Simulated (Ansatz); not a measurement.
Crystal: MnO.

```
CELL_PARAMETERS angstrom
0.00000 2.22391 2.22391
2.22391 0.00000 2.22391
2.22391 2.22391 0.00000
ATOMIC_POSITIONS crystal
Mn 0.00000 0.00000 0.00000
O 0.50000 0.50000 0.50000
```

The cell is a database's computed one.

* Program: Ansatz 0.2.0
* Task: relaxation of cell and atoms
* Functional: revPBE
* Dispersion: D3(BJ)
* Potentials or basis: all-electron LAPW, scalar-relativistic
* Basis error allowed: 0.001 eV/atom
* k mesh: 10 × 10 × 10
* Occupations: fermi-dirac, width 0.05 eV
* Spin: collinear spin, ferromagnetic start
* Starting moments: [4.0, 0.0] μB

At the start: volume 11.00 Å³/atom.

**Question.** How do energy, volume and symmetry change on relaxing?

**Answer.** Over 11 steps the energy falls by 36.8 meV/atom and the volume is 11.05 Å³/atom (+0.4 %); space group Fm-3m (No. 225, to 0.05 Å); moment 4.82 μB per cell.

Step by step:
```tsv
step	energy change (eV)	largest force (eV/Å)	volume (Å³)
1	0.0000	0.0000	22.00
2	-0.0450	0.0000	22.79
3	-0.0467	0.0000	22.76
4	-0.0687	0.0000	22.25
5	-0.0688	0.0000	22.25
6	-0.0689	0.0000	22.25
7	-0.0690	0.0000	22.24
8	-0.0735	0.0000	22.09
9	-0.0735	0.0000	22.10
10	-0.0735	0.0000	22.10
11	-0.0735	0.0000	22.10
```

Final structure:
```
Mn O
1.0
     0.00000    2.22721    2.22721
     2.22721    0.00000    2.22721
     2.22721    2.22721    0.00000
Mn O
1 1
Cartesian
  0.0000 0.0000 0.0000
  2.2272 2.2272 2.2272
```

Caveat: a cell with one magnetic atom can't hold antiferromagnetic order, which such compounds often take.
